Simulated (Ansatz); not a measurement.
Crystal: InAs.

```
In As
1.0
     0.00000    3.01800    3.01800
     3.01800    0.00000    3.01800
     3.01800    3.01800    0.00000
In As
1 1
Direct
  0.00000 0.00000 0.00000
  0.75000 0.75000 0.75000
```

Base run:

- Program: Ansatz 0.2.0
- Functional: BLYP
- Potentials or basis: all-electron LAPW, scalar-relativistic
- Cutoff: 283 eV (chosen from the basis error)
- Basis error allowed: 0.001 eV/atom
- k mesh: 8 × 8 × 8
- Occupations: fermi-dirac, width 0.05 eV
- Spin: no spin polarisation

Its results: pressure 7.5 GPa.

Task: The run is repeated on the same cell with these changes: functional from BLYP to PBE. What comes out?

Result: Pressure 4.3 GPa.

PBE binds more tightly than BLYP, so the same cell stands under less pressure.
